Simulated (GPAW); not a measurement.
Crystal: Nb.

```
Nb
1.0
    -1.66395    1.66395    1.66395
     1.66395   -1.66395    1.66395
     1.66395    1.66395   -1.66395
Nb
1
Direct
  0.00000 0.00000 0.00000
```

```yaml
Program: GPAW 26.7.0
Task: relaxation of cell and atoms
Functional: revPBE
Dispersion: D3(BJ)
Potentials_or_basis: the program's PAW data sets (release 1.2.1) made for this functional
Cutoff: 600 eV
Basis: pw
k_mesh: 11 × 11 × 11
Occupations: fermi-dirac, width 0.05 eV
Spin: no spin polarisation
```

At the start: pressure -12.7 GPa; volume 18.43 Å³/atom.

Question: How do energy, volume and symmetry change on relaxing?

Answer: Over 4 steps the energy falls by 57.6 meV/atom and the volume is 17.03 Å³/atom (-7.6 %); space group Im-3m (No. 229, to 0.05 Å).

The path:
```tsv
step	energy change (eV)	largest force (eV/Å)	pressure (GPa)	volume (Å³)
1	0.0000	0.0000	-12.71	18.43
2	-0.0551	0.0000	-2.90	17.31
3	-0.0576	0.0000	0.11	17.02
4	-0.0576	0.0000	0.00	17.03
```

Final structure:
```
Nb
1.0
    -1.62061    1.62061    1.62061
     1.62061   -1.62061    1.62061
     1.62061    1.62061   -1.62061
Nb
1
Direct
  0.00000 0.00000 0.00000
```

Caveat: later steps reuse the first step's grids; pairwise dispersion overbinds metals, which lowers pressure and volume.
